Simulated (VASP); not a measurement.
# Ta (Im-3m) in VASP: a series of runs, part 2 of 2

VASP 6.6.1.

### Step 3. Relaxation of cell and atoms, LDA, target pressure 10.6 GPa, at which the enthalpy is minimised

INCAR reads:

```
PREC = Accurate
ENCUT = 600
EDIFF = 1E-6
ISMEAR = 1
SIGMA = 0.1
LREAL = False
LASPH = True
NELM = 80
ALGO = Normal
ISIF = 3
LWAVE = False
LCHARG = False
GGA = CA
IBRION = 2
NSW = 90
EDIFFG = -0.01
PSTRESS = 106.0
```

KPOINTS reads:

```
regular mesh
0
Gamma
  16 16 16
```

POSCAR reads:

```
Ta
1.0
   -1.6512800000      1.6512800000      1.6512800000
    1.6512800000     -1.6512800000      1.6512800000
    1.6512800000      1.6512800000     -1.6512800000
Ta
1
Direct
    0.0000000000      0.0000000000      0.0000000000
```

Potentials or basis: VASP PAW LDA potentials, release 64 (Ta_pv).

The run is started by

```sh
$ cat potpaw_LDA.64/Ta_pv/POTCAR > POTCAR
$ mpirun -np 1 vasp_std > vasp.out
```

OUTCAR:

```text
PREC = Accurate
   ENCUT = 600
   EDIFF = 1E-6
   ISMEAR = 1
   LREAL = False
   LASPH = True
   NELM = 80
   ISIF = 3
   GGA = CA
   IBRION = 2
   NSW = 90
   EDIFFG = -0.01
   PSTRESS = 106.0

 ion  position               nearest neighbor table
   1  0.000  0.000  0.000-

  LATTYP: Found a body centered cubic cell.
 ALAT       =     3.3025600000

  Lattice vectors:

 A1 = (  -1.6512800000,   1.6512800000,   1.6512800000)
 A2 = (   1.6512800000,  -1.6512800000,   1.6512800000)
 A3 = (   1.6512800000,   1.6512800000,  -1.6512800000)

Analysis of symmetry for initial positions (statically):
=====================================================================
 Subroutine PRICEL returns:
 Original cell was already a primitive cell.

 Routine SETGRP: Setting up the symmetry group for a
 body centered cubic supercell.

 Subroutine GETGRP returns: Found 48 space group operations
 (whereof 48 operations were pure point group operations)
 out of a pool of 48 trial point group operations.

The static configuration has the point symmetry O_h .

Analysis of symmetry for dynamics (positions and initial velocities):
=====================================================================
 Subroutine PRICEL returns:
 Original cell was already a primitive cell.

 Routine SETGRP: Setting up the symmetry group for a
 body centered cubic supercell.

 Subroutine GETGRP returns: Found 48 space group operations
 (whereof 48 operations were pure point group operations)
 out of a pool of 48 trial point group operations.

The dynamic configuration has the point symmetry O_h .

 Subroutine INISYM returns: Found 48 space group operations
 (whereof 48 operations are pure point group operations),
 and found     1 'primitive' translations

[... 126 lines left out ...]
  energy-cutoff  :      600.00
  volume of cell :       18.01
 maximum number of plane-waves:       616
   NGX = 11   NGY = 11   NGZ = 11

--------------------------------------- Ionic step        1  -------------------------------------------

 number of electron      11.0000002 magnetization

 Free energy of the ion-electron system (eV)
  ---------------------------------------------------
  ext. energy  EPLUGINS =         0.00000000
  ---------------------------------------------------
  free energy    TOTEN  =       -12.80387131 eV

  energy without entropy =      -12.80275711  energy(sigma->0) =      -12.80349991

------------------------ aborting loop because EDIFF is reached ----------------------------------------

  FORCE on cell =-STRESS in cart. coord.  units (eV):
  Direction    XX          YY          ZZ          XY          YZ          ZX
  --------------------------------------------------------------------------------------
  -------------------------------------------------------------------------------------
  Total       -0.9266474     -0.9266474     -0.9266474     -0.0000000      0.0000000     -0.0000000
  in kB      -82.4333523    -82.4333523    -82.4333523     -0.0000000      0.0000000     -0.0000000
  external PRESSURE =    -188.4333523 kB  Pullay stress =     106.0000000 kB
[... 135 lines left out ...]
--------------------------------------- Ionic step        5  -------------------------------------------

 number of electron      10.9999999 magnetization

 Free energy of the ion-electron system (eV)
  ---------------------------------------------------
  ext. energy  EPLUGINS =         0.00000000
  ---------------------------------------------------
  free energy    TOTEN  =       -12.79932365 eV

  energy without entropy =      -12.79936310  energy(sigma->0) =      -12.79933680

 E-fermi :   6.1507     XC(G=0): -13.2460

 val. band max:        6.1487244354   @ k =  -0.3750   0.5000   0.0625
 cond. band min:       6.1745237276   @ k =   0.3125   0.1250   0.0000
 fundamental gap:      0.0257992922
 Fermi energy:         6.1506509410

 k-point     1 :       0.0000    0.0000    0.0000
  band No.  band energies     occupation
      1     -26.3926      2.00000
      2     -26.3926      2.00000
      3     -26.3926      2.00000
      4      -2.0124      2.00000
      5       6.8144     -0.00000
      6       6.8144     -0.00000
      7       6.8144     -0.00000
      8      10.3944      0.00000
      9      10.3944      0.00000
[... 265 lines left out ...]
 k-point    24 :       0.2500    0.1875    0.0000
  band No.  band energies     occupation
      1     -27.6449      2.00000
      2     -26.9113      2.00000
      3     -26.5321      2.00000
      4       2.3545      2.00000
      5       4.6881      2.00000
      6       5.5384      2.00000
      7       9.6949      0.00000
      8      11.4116      0.00000
      9      13.6213      0.00000

 [... further k-points ...]

------------------------ aborting loop because EDIFF is reached ----------------------------------------

  FORCE on cell =-STRESS in cart. coord.  units (eV):
  Direction    XX          YY          ZZ          XY          YZ          ZX
  --------------------------------------------------------------------------------------
  -------------------------------------------------------------------------------------
  Total        1.0886125      1.0886125      1.0886125      0.0000000     -0.0000000      0.0000000
  in kB      105.7111246    105.7111246    105.7111246      0.0000000     -0.0000000      0.0000000
  external PRESSURE =      -0.2888754 kB  Pullay stress =     106.0000000 kB
[... 20 lines left out ...]
  energy  without entropy=      -12.7993631003  energy(sigma->0) =      -12.79933680

  enthalpy is  TOTEN    =       -11.7077363343 eV   P V=        1.0915873119

 reached required accuracy - stopping structural energy minimisation
```

OSZICAR:

```text
N       E                     dE             d eps       ncg     rms          rms(c)
DAV:   1     0.516489586435E+02    0.51649E+02   -0.70898E+03  2610   0.130E+03
DAV:   2    -0.125431440570E+02   -0.64192E+02   -0.63148E+02  3316   0.264E+02
[... 33 lines left out ...]
DAV:   5    -0.128013293389E+02   -0.92803E-08   -0.13678E-06  1714   0.147E-02
   4 F= -.11707690E+02 E0= -.11707693E+02  d E =-.953833E-01
       N       E                     dE             d eps       ncg     rms          rms(c)
DAV:   1    -0.127995428870E+02    0.17864E-02   -0.74547E-03  2648   0.128E+00    0.144E-01
DAV:   2    -0.127993641440E+02    0.17874E-03   -0.23888E-04  2665   0.204E-01    0.488E-02
DAV:   3    -0.127993230793E+02    0.41065E-04   -0.12810E-04  2689   0.144E-01    0.177E-02
DAV:   4    -0.127993236463E+02   -0.56694E-06   -0.16965E-06  2709   0.142E-02
   5 F= -.11707736E+02 E0= -.11707749E+02  d E =-.954292E-01
```

CONTCAR:

```text
Ta
   1.00000000000000
    -1.6037416256311432    1.6037416256311432    1.6037416256311432
     1.6037416256311432   -1.6037416256311432    1.6037416256311432
     1.6037416256311432    1.6037416256311432   -1.6037416256311432
  Ta
     1
Direct
     0.0000000000000000    0.0000000000000000    0.0000000000000000

  0.00000000E+00  0.00000000E+00  0.00000000E+00
```

Wall time 20 s (1 thread of Intel Xeon 6975P-C (Granite Rapids), shared host); peak memory 0.17 GiB.

What came out:

- Free energy: -12.7993 eV
- Relaxed volume: 16.50 Å³/atom
- Relaxed cell: a = 2.778 Å, b = 2.778 Å, c = 2.778 Å, α = 109.47°, β = 109.47°, γ = 109.47°
- Space group after relaxing (to 0.05 Å): Im-3m (No. 229)
- Energy change on relaxing (the enthalpy is what falls): +4.5 meV/atom
- Ionic steps: 5
- Pressure after relaxing: 10.6 GPa
- Band gap on the k mesh: none (metal or under the smearing width)

The path:
| step | energy change (eV) | largest force (eV/Å) | pressure (GPa) | volume (Å³) |
| --- | --- | --- | --- | --- |
| 1 | 0.0000 | 0.0000 | -8.24 | 18.01 |
| 2 | 1.0775 | 0.0000 | 104.77 | 13.03 |
| 3 | -0.0037 | 0.0000 | 8.50 | 16.64 |
| 4 | 0.0025 | 0.0000 | 10.12 | 16.53 |
| 5 | 0.0045 | 0.0000 | 10.57 | 16.50 |

Final structure:
```
Ta
1.0
    -1.60374    1.60374    1.60374
     1.60374   -1.60374    1.60374
     1.60374    1.60374   -1.60374
Ta
1
Direct
  0.00000 0.00000 0.00000
```

Caveat: the cell is relaxed towards a set pressure, so the enthalpy falls and the energy may rise.

### Step 4. Relaxation of cell and atoms, LDA, target pressure 10.6 GPa, at which the enthalpy is minimised

This run uses another cell than the first one, of 16.50 Å³/atom, 0.916 times its volume.

INCAR: that of step 3 with these lines changed.

```diff
@@ -2,3 +2,3 @@
 ENCUT = 600
-EDIFF = 1E-6
+EDIFF = 1E-7
 ISMEAR = 1
@@ -15,3 +15,3 @@
 NSW = 90
-EDIFFG = -0.01
+EDIFFG = -0.005
 PSTRESS = 106.0
```

KPOINTS is that of step 3.

POSCAR reads:

```
Ta                                      
1.0
   -1.6037416256      1.6037416256      1.6037416256
    1.6037416256     -1.6037416256      1.6037416256
    1.6037416256      1.6037416256     -1.6037416256
  Ta            
     1
Direct
     0.0000000000000000    0.0000000000000000    0.0000000000000000
```

The run is started by

```sh
$ cat potpaw_LDA.64/Ta_pv/POTCAR > POTCAR
$ mpirun -np 1 vasp_std > vasp.out
```

Run time: 6.7 s. Hardware: 1 thread of Intel Xeon 6975P-C (Granite Rapids), shared host; peak memory 0.15 GiB.

It converged, with:

```yaml
Free_energy: -12.7991 eV
Pressure_after_relaxing: 10.6 GPa
Band_gap_on_the_k_mesh: none (metal or under the smearing width)
```

Final structure:
```yaml
crystal:
  lattice:
    - [-1.60374, 1.60374, 1.60374]
    - [1.60374, -1.60374, 1.60374]
    - [1.60374, 1.60374, -1.60374]
  atoms:
    - { symbol: Ta, position: [0.00000, 0.00000, 0.00000] }
```

Levels at points of the mesh, in eV from the Fermi level:
```tsv
k point	band 3	band 4	band 5	band 6	band 7	band 8
(0.00, 0.00, 0.00)	-32.54	-8.16	0.66	0.66	0.66	4.24
(0.50, 0.00, 0.00)	-32.56	-4.78	-1.86	2.20	4.19	5.31
(0.50, 0.50, 0.50)	-33.64	-4.37	-4.37	7.53	7.53	7.53
```

Caveat: the relaxation stopped at its first step, so nothing moved; the cell is relaxed towards a set pressure, so the enthalpy falls and the energy may rise. The run has no spin-orbit coupling, so splittings on Ta are missing.

### Step 5. Relaxation of cell and atoms, PBE

INCAR reads:

```
ALGO = Normal ; EDIFF = 1E-6
EDIFFG = -0.01 ; ENCUT = 600
GGA = PE ; IBRION = 2
ISIF = 3 ; ISMEAR = 1
KPAR = 2 ; LASPH = True
LCHARG = False ; LREAL = False
LWAVE = False ; NELM = 80
NSW = 90 ; PREC = Accurate
SIGMA = 0.1
```

KPOINTS reads:

```
k-points
0
Gamma
  16 16 16
```

POSCAR reads:

```
Ta
1.0
   -1.6512800000      1.6512800000      1.6512800000
    1.6512800000     -1.6512800000      1.6512800000
    1.6512800000      1.6512800000     -1.6512800000
Ta
1
Direct
    0.0000000000      0.0000000000      0.0000000000
```

Potentials or basis: VASP PAW PBE potentials, release 64 (Ta_pv).

The run is started by

```sh
$ cat potpaw_PBE.64/Ta_pv/POTCAR > POTCAR
$ mpirun -np 2 vasp_std > vasp.out
```

Run time: 8.8 s. Hardware: 2 MPI ranks of Intel Xeon 6975P-C (Granite Rapids), shared host; peak memory 0.16 GiB.

The run converged. Its results:

```yaml
Free_energy: -11.8092 eV
Relaxed_volume: 18.32 Å³/atom
Relaxed_cell: a = 2.876 Å, b = 2.876 Å, c = 2.876 Å, α = 109.47°, β = 109.47°, γ = 109.47°
Space_group_after_relaxing_to_0.05_Å: Im-3m (No. 229)
Energy_gained_by_relaxing: 3.2 meV/atom
Ionic_steps: 3
Pressure_after_relaxing: 0.0 GPa
Band_gap_on_the_k_mesh: none (metal or under the smearing width)
```

The path:
| step | energy change (eV) | largest force (eV/Å) | pressure (GPa) | volume (Å³) |
| --- | --- | --- | --- | --- |
| 1 | 0.0000 | 0.0000 | 3.41 | 18.01 |
| 2 | 0.0125 | 0.0000 | -6.87 | 19.03 |
| 3 | -0.0032 | 0.0000 | -0.02 | 18.32 |

Final structure:
```
CELL_PARAMETERS angstrom
-1.66072 1.66072 1.66072
1.66072 -1.66072 1.66072
1.66072 1.66072 -1.66072
ATOMIC_POSITIONS crystal
Ta 0.00000 0.00000 0.00000
```

Levels at points of the mesh, in eV from the Fermi level:
| k point | band 1 | band 2 | band 3 | band 4 | band 5 | band 6 | band 7 | band 8 | band 9 |
| --- | --- | --- | --- | --- | --- | --- | --- | --- | --- |
| (0.00, 0.00, 0.00) | -33.13 | -33.13 | -33.13 | -7.83 | 0.75 | 0.75 | 0.75 | 3.97 | 3.97 |
| (0.50, 0.00, 0.00) | -34.23 | -33.49 | -33.13 | -4.28 | -1.47 | 1.53 | 3.84 | 4.84 | 7.65 |
| (0.50, 0.50, 0.50) | -33.90 | -33.90 | -33.90 | -3.68 | -3.68 | 6.71 | 6.71 | 6.71 | 8.52 |

### Step 6. Summary

```tsv
task	level	potentials or basis	cell	target pressure	gap on the mesh (eV)	pressure (GPa)
relaxation of the atoms	PBEsol	VASP PAW PBE potentials, release 64 (Ta_pv)	atoms relaxed from: a relaxed cell with its volume scaled by 1.06	-	none	-10.8
relaxation of cell and atoms	LDA	VASP PAW LDA potentials, release 64 (Ta_pv)	relaxed to 10.6 GPa	10.6 GPa	none	10.6
relaxation of cell and atoms	PBE	VASP PAW PBE potentials, release 64 (Ta_pv)	relaxed	-	none	0.0
```

Alike in all rows: no spin polarisation; k mesh 16 × 16 × 16; cutoff (eV) 600; smearing methfessel-paxton 0.1 eV.

Caveats: the relaxation stopped at its first step, so nothing moved (some runs); the PAW data sets were made with another functional, which shifts forces and pressure a little (some runs); the cell is relaxed towards a set pressure, so the enthalpy falls and the energy may rise (some runs).

Total energies depend on the potentials used, so only differences within one code and one set of settings carry meaning.
